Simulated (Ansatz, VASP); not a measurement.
Two plane-wave programs on GaN

```
Ga N
1.0
     0.00000    2.24895    2.24895
     2.24895    0.00000    2.24895
     2.24895    2.24895    0.00000
Ga N
1 1
Cartesian
  0.0000 0.0000 0.0000
  1.1245 1.1245 1.1245
```

Alike in both runs: task single point; functional PBE-based screened hybrid; k mesh 4 × 4 × 4; no spin polarisation.

```csv
,VASP,Ansatz
version,VASP 6.6.1,Ansatz 0.2.0
potentials or method,"VASP PAW PBE potentials, release 64 (Ga_d, N)",plane waves
plane-wave cutoff (eV),520,420
occupations,"gaussian, width 0.01 eV",fixed
valence electrons in the cell,18,18
```

Ansatz gave:

| Quantity | Value |
| --- | --- |
| gap on the k mesh at the Fermi level (eV) | 2.60 |
| pressure (GPa) | 0.6 |

Problem. Which values does VASP return?

Solution. gap on the k mesh at the Fermi level (eV): 2.61; pressure (GPa): 0.7.

Ansatz warned: «stress_exchange_threshold_loose».

Caveats: the k mesh is coarse (spacing up to 0.60 Å⁻¹), so the values aren't converged; the PAW data sets were made with another functional, which shifts forces and pressure a little (VASP).
